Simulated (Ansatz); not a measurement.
**O started on a Ti site in rutile TiO2, 72 atoms, charge +2**

The calculation used DFT, PBEsol, PAW, plane waves in Ansatz 0.2.0.

Command:

```sh
ansatz run in.yaml --threads 8 --pin off --max-ram 118750MiB --runs-dir r --events-out ev --progress --plain --backend cuda --devices 0, --max-vram 170GiB
```

The input less its lattice and atoms:

```yaml
crystal:
  symmetry: { detect: false }
kpoints:
  mp_grid: { grid: [1, 1, 1], shift: [0.25, 0.25, 0.25] }
hamiltonian:
  xc: pbesol
total_charge: 2
scf:
  occupations: { method: fermi_dirac, width: 0.01 }
relax:
  f_tol: 0.03
  max_steps: 80
  escape_saddle: false
  adjacent_minimum: "off"
output:
  forces: true
  eigenvalues: true
  populations: true
  charged_corrections: { epsilon: 100 }
```

Start:

```
Ti O
1.0
     9.18283    0.00000    0.00000
     0.00000    9.18283    0.00000
     0.00000    0.00000    8.81661
Ti O
23 49
Cartesian
  0.0438 0.0150 8.8151
  0.0219 0.0053 2.9147
  9.1779 9.1772 5.8609
  9.1651 4.5700 0.0165
  9.1799 4.5818 2.9768
  9.1712 4.5764 5.8776
  4.5773 9.1638 0.0472
  4.5981 0.0426 2.9546
  4.6009 9.1651 5.9042
  4.6131 4.5741 8.8136
  4.5982 4.5394 5.8571
  2.2583 2.2909 1.4631
  2.2743 2.2897 4.4123
  2.2722 2.2389 7.3803
  2.2656 6.8778 1.4535
  2.2990 6.9102 4.3825
  2.3028 6.8607 7.3346
  6.9087 2.2598 1.4455
  6.8510 2.2486 4.4121
  6.8919 2.3040 7.3257
  6.9014 6.9111 1.4945
  6.9167 6.8445 4.4038
  6.8842 6.8908 7.3241
  4.5870 4.6032 2.9468
  1.3542 1.3850 0.0030
  1.4011 1.3765 2.9314
  1.3783 1.4045 5.8840
  1.4094 5.9903 0.0062
  1.4013 5.9722 2.9014
  1.4033 5.9849 5.8904
  5.9544 1.4069 8.7735
  5.9755 1.4019 2.9347
  6.0280 1.3937 5.9477
  5.9852 6.0138 8.7893
  6.0049 5.9849 2.9254
  5.9768 5.9785 5.8996
  3.1683 3.2179 8.7787
  3.1991 3.2288 2.9677
  3.1583 3.2043 5.8633
  3.1721 7.7660 8.7999
  3.1876 7.7737 2.9293
  3.1931 7.7769 5.8657
  7.7879 3.1632 0.0157
  7.7875 3.2081 2.9098
  7.7969 3.1652 5.8627
  7.7535 7.7370 0.0097
  7.7573 7.7812 2.9414
  7.8110 7.7688 5.8533
  0.8854 3.7351 1.4480
  0.8714 3.7083 4.4066
  0.9057 3.7105 7.3480
  0.8902 8.2919 1.4961
  0.8853 8.2873 4.4213
  0.8824 8.2794 7.3715
  5.5062 3.7132 1.4657
  5.4926 3.7118 4.3906
  5.4641 3.6778 7.3360
  5.5061 8.2934 1.4464
  5.4833 8.2783 4.4048
  5.4889 8.2673 7.3588
  3.7206 0.9167 1.4631
  3.7237 0.9029 4.3997
  3.6676 0.8707 7.3725
  3.6816 5.4575 1.4740
  3.6789 5.5166 4.3960
  3.7075 5.4910 7.3251
  8.2583 0.9009 1.4804
  8.2792 0.8849 4.3548
  8.2764 0.9138 7.3491
  8.2788 5.4975 1.4475
  8.2806 5.5304 4.3861
  8.3149 5.5106 7.3434
```

Steps:

```
 step  energy less the first (eV)  largest force component (eV/Å)
start                       0.000                           1.060
    1                      -0.480                           0.566
    2                      -0.642                           0.283
    3                      -0.709                           0.578
    4                      -1.226                           1.956
    5                      -2.166                           2.859
    6                      -3.019                           2.086
    7                      -3.534                           0.950
    8                      -3.817                           0.847
    9                      -3.889                           0.151
   10                      -3.893                           0.095
   11                      -3.898                           0.032
   12                      -3.899                           0.013
```

End:

```xyz
72
Lattice="9.1828 0.0000 0.0000 0.0000 9.1828 0.0000 0.0000 0.0000 8.8166" Properties=species:S:1:pos:R:3 pbc="T T T"
Ti    0.0521    9.1678    8.7844
Ti    8.9977    0.1771    2.9360
Ti    0.0166    9.1317    5.9044
Ti    0.0113    4.5636    8.8148
Ti    9.1732    4.5677    2.9345
Ti    0.0106    4.5636    5.8711
Ti    4.6108    9.1662    0.0006
Ti    4.6105    0.0049    2.9373
Ti    4.6130    9.1630    5.8739
Ti    4.7074    4.4832    8.8098
Ti    4.6970    4.4738    5.8777
Ti    2.3389    2.3004    1.4948
Ti    2.3085    2.2794    4.3624
Ti    2.2924    2.2704    7.3276
Ti    2.1276    7.0505    1.4698
Ti    2.1266    7.0493    4.4037
Ti    2.4171    6.7564    7.3453
Ti    6.8144    2.3469    1.4636
Ti    6.8307    2.3629    4.4066
Ti    6.9688    2.2053    7.3433
Ti    6.8960    6.8695    1.5072
Ti    6.8777    6.8378    4.3777
Ti    6.9154    6.8922    7.3596
O     4.1408    5.0435    2.9360
O     1.3953    1.3751    8.7836
O     1.3450    1.3668    2.9363
O     1.3887    1.3757    5.9153
O     1.4469    5.9549    0.0336
O     1.3592    6.0143    2.9363
O     1.4446    5.9603    5.8423
O     6.0029    1.3502    8.7913
O     5.9823    1.3907    2.9409
O     6.0019    1.3532    5.8978
O     5.9545    5.9789    0.0249
O     6.1194    6.0278    2.9312
O     5.9437    5.9780    5.8481
O     3.1982    3.2326    0.0236
O     3.1479    3.0573    2.9407
O     3.1967    3.2223    5.8481
O     3.2149    7.7316    0.0291
O     3.1622    7.8166    2.9357
O     3.2206    7.7289    5.8386
O     7.8221    3.1741    8.7900
O     7.7848    3.1943    2.9303
O     7.8250    3.1729    5.8963
O     7.8004    7.7882    8.7746
O     7.8088    7.8310    2.9360
O     7.8013    7.7819    5.9047
O     0.9001    3.6800    1.4773
O     0.8982    3.6808    4.3944
O     0.9354    3.6974    7.3454
O     0.8503    8.3220    1.4946
O     0.8538    8.3260    4.3777
O     0.9141    8.2619    7.3444
O     5.5457    3.6327    1.3241
O     5.5406    3.6273    4.5482
O     5.5215    3.6558    7.3439
O     5.4945    8.2774    1.4774
O     5.4954    8.2753    4.3948
O     5.4778    8.2401    7.3436
O     3.6847    0.8680    1.4474
O     3.6815    0.8642    4.4261
O     3.6990    0.8888    7.3432
O     3.6580    5.5191    1.8254
O     3.6573    5.5187    4.0466
O     3.7171    5.4581    7.3450
O     8.2590    0.9172    1.4079
O     8.2591    0.9176    4.4636
O     8.2967    0.8797    7.3444
O     8.3116    5.4945    1.4461
O     8.3079    5.4912    4.4251
O     8.2878    5.4771    7.3451
```

The run converged.

Time: 11 s of wall time on one NVIDIA GB200 with 8 processor threads, on a host shared with other runs; peak host memory 1.8 GiB.

Problem. How much energy did the relaxation gain, and which atom moved most?

Solution. 3.90 eV in 12 steps, from a start with small random displacements; atom 24 (O) moved 0.63 Å, the median atom 0.06 Å (drift of the whole cell removed).

The run had no spin, and a state with a moment may lie lower. The one k point has no symmetry partners, which can distort the end along one axis.
